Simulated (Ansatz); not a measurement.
**KI: the band gap up the ladder of functionals**

The task here is to estimate one member of a computed series from the others.

Code: Ansatz 0.2.0. PAW datasets, plane waves. Computed at 0 K without zero-point motion; spin polarisation is off.

## The cell

The cell was relaxed beforehand with r2SCAN.

It is cubic, Fm-3m (No. 225); conventional cell a = 7.089 Å, 44.53 Å³ an atom. Near K stand 6 I at 3.54 Å; near I stand 6 K at 3.54 Å.

Coordinates:

```
K I
1.0
     0.00000    3.54449    3.54449
     3.54449    0.00000    3.54449
     3.54449    3.54449    0.00000
K I
1 1
Direct
  0.00000 0.00000 0.00000
  0.50000 0.50000 0.50000
```

Set-up of the first run:

Contents of input.yaml:

```yaml
crystal:
  lattice:
    - [0.0, 3.54448506, 3.54448506]
    - [3.54448506, 0.0, 3.54448506]
    - [3.54448506, 3.54448506, 0.0]
  atoms:
    - { symbol: K, position: [0.0, 0.0, 0.0] }
    - { symbol: I, position: [0.5, 0.5, 0.5] }
kpoints:
  mp_grid: { grid: [6, 6, 6] }
  band_path:
    path:
      - [[0.0, 0.0, 0.0], [0.5, -4.905637001643e-34, 0.5], [0.625, 0.25, 0.625]]
      - [[0.375, 0.375, 0.75], [0.0, 0.0, 0.0], [0.5, 0.5, 0.5], [0.5, 0.25, 0.75], [0.5, -4.905637001643e-34, 0.5]]
    npoints: 10
hamiltonian:
  xc: pbe
scf:
  occupations: { method: fermi_dirac, width: 0.02 }
  n_extra_bands: 4
output:
  forces: true
  stress: true
  eigenvalues: true
```

Launch:

```bash
$ ansatz run input.yaml --threads 2 --pin off --max-ram 29491MiB --backend cpu --events-out ev --progress --plain --runs-dir out
```

Among the steps run: PBE band path; r2SCAN; Single point with HSE06; PBE+SOC; PBE0 at the same geometry; LDA; One-shot GW from PBE; Quasiparticle levels, G0W0@PBE; DDH-PBE0; HSE06+SOC; Single point with r2SCAN0; LC-ωPBE at the same geometry.

One table of the session follows, with a row left open; its other results are not shown here.

| level | gap (eV) |
| --- | --- |
| PBE | 3.94 |
| r2SCAN | 4.59 |
| HSE06 | 4.94 |
| PBE+SOC | ? |
| PBE0 | 5.63 |
| LDA | 3.58 |
| G0W0@PBE (265 empty bands) | 6.06 |
| G0W0@PBE (659 empty bands) | 6.14 |
| DDH-PBE0 | 6.32 |
| HSE06+SOC | 4.60 |
| r2SCAN0 | 5.96 |
| LC-ωPBE | 9.80 |

**Question.** Estimate the row for PBE+SOC.

**Answer.** gap (eV): 3.62. In the column «gap (eV)» it lies between LDA (3.58) and PBE (3.94).

Meshes: PBE 6×6×6, r2SCAN 6×6×6, HSE06 4×4×4, PBE+SOC 6×6×6, PBE0 4×4×4, LDA 6×6×6, DDH-PBE0 4×4×4, HSE06+SOC 4×4×4, r2SCAN0 4×4×4, LC-ωPBE 4×4×4.

Limits of these values: Warnings in the runs' records: stress scf threshold loose, stress exchange threshold loose.
